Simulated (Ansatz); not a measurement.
A run of Ansatz 0.2.0:

The input input.yaml:

```yaml
crystal:
  lattice:
    - [1.579, 0.9116360751, 6.1633333333]
    - [-1.579, 0.9116360751, 6.1633333333]
    - [0.0, -1.8232721501, 6.1633333333]
  atoms:
    - { symbol: W, position: [0.0, 0.0, 0.0] }
    - { symbol: S, position: [0.581, 0.581, 0.581] }
    - { symbol: S, position: [0.7503, 0.7503, 0.7503] }
hamiltonian:
  xc: pbesol
  pseudopotentials: { kind: paw_fr }
magnetization:
  noncollinear: true
  spin_orbit: true
kpoints:
  mp_grid: { grid: [10, 10, 10] }
  band_path:
    path:
      - [[0.0, 0.0, 0.0], [0.5, 0.0, 0.0], [0.5, 0.1812521368, -0.1812521368]]
      - [[0.8187478632, 0.5, 0.1812521368], [0.5, 0.5, 0.5], [0.0, 0.0, 0.0], [0.3406260684, 0.0, -0.3406260684]]
      - [[0.6593739316, 0.3406260684, 0.0], [0.5, 0.5, 0.0], [0.6593739316, 0.6593739316, 0.1812521368], [0.5, 0.5, 0.5]]
      - [[0.5, 0.0, 0.0], [0.8187478632, 0.3406260684, 0.3406260684]]
    npoints: 14
scf:
  occupations: { method: fermi_dirac, width: 0.05 }
  n_extra_bands: 7
output:
  forces: true
  stress: true
  eigenvalues: true
  fatbands: false
  write_density: true
  write_potential: true
  elf: true
  volumetric_format: npy
```

Potentials or basis: Ansatz PAW.

Command:

```bash
$ ansatz run input.yaml --threads 2 --pin off --max-ram 5632MiB --backend cpu --events-out ev --progress --plain --runs-dir out
```

Hardware: 2 threads of Arm Neoverse V2, on a shared host.

**Question.** How long does it take, and how much memory?

**Answer.** Wall time 56 s on 2 threads of Arm Neoverse V2, with other jobs on the host, peak memory 0.67 GiB. Counts: scf iterations 9, plane waves 1011, k points 116, bands 33.
